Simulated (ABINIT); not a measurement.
Crystal: C.

```
CELL_PARAMETERS angstrom
2.52210 0.00000 0.00000
-1.26105 2.18420 0.00000
0.00000 0.00000 12.35570
ATOMIC_POSITIONS crystal
C 0.66667 0.33333 0.35417
C 0.33333 0.66667 0.85417
C 0.66667 0.33333 0.14583
C 0.33333 0.66667 0.64583
C 0.66667 0.33333 0.47917
C 0.33333 0.66667 0.97917
C 0.66667 0.33333 0.02083
C 0.33333 0.66667 0.52083
C 0.00000 0.00000 0.81250
C 0.00000 0.00000 0.31250
C 0.00000 0.00000 0.68750
C 0.00000 0.00000 0.18750
```

This is a hexagonal form of diamond, not graphite.

| Item | Value |
| --- | --- |
| Program | ABINIT 10.8.3 (patched build) |
| Task | relaxation of cell and atoms |
| Functional | PBEsol |
| Potentials or basis | JTH PAW PBE v2.0 |
| Cutoff | 517 eV |
| k mesh | 12 × 12 × 3 |
| Occupations | fermi-dirac, width 0.05 eV |
| Spin | no spin polarisation |

At the start: pressure -4.9 GPa; volume 5.67 Å³/atom.

**Question.** How do energy, volume and symmetry change on relaxing?

**Answer.** Over 6 steps the energy falls by 2.3 meV/atom and the volume is 5.61 Å³/atom (-1.1 %); space group P6_3/mmc (No. 194, to 0.05 Å).

The path:
```tsv
step	energy change (eV)	largest force (eV/Å)	pressure (GPa)	volume (Å³)
1	0.0000	0.3445	-4.93	68.06
2	-0.0211	0.2301	1.78	67.04
3	-0.0264	0.1394	0.19	67.27
4	-0.0281	0.0337	-0.19	67.33
5	-0.0283	0.0106	-0.09	67.32
6	-0.0282	0.0017	0.00	67.30
```

Final structure:
```cif
data_structure
_symmetry_space_group_name_H-M 'P 1'
_symmetry_Int_Tables_number 1
_cell_length_a 2.5071
_cell_length_b 2.5071
_cell_length_c 12.3643
_cell_angle_alpha 90.000
_cell_angle_beta 90.000
_cell_angle_gamma 120.000
_cell_volume 67.30
loop_
_atom_site_label
_atom_site_type_symbol
_atom_site_fract_x
_atom_site_fract_y
_atom_site_fract_z
_atom_site_occupancy
C1 C 0.66667 0.33333 0.35492 1
C2 C 0.33333 0.66667 0.85492 1
C3 C 0.66667 0.33333 0.14508 1
C4 C 0.33333 0.66667 0.64508 1
C5 C 0.66667 0.33333 0.47924 1
C6 C 0.33333 0.66667 0.97924 1
C7 C 0.66667 0.33333 0.02076 1
C8 C 0.33333 0.66667 0.52076 1
C9 C 0.00000 0.00000 0.81314 1
C10 C 0.00000 0.00000 0.31314 1
C11 C 0.00000 0.00000 0.68686 1
C12 C 0.00000 0.00000 0.18686 1
```

Caveat: the PAW data sets were made with another functional, which shifts forces and pressure a little; the atomic spheres overlap.
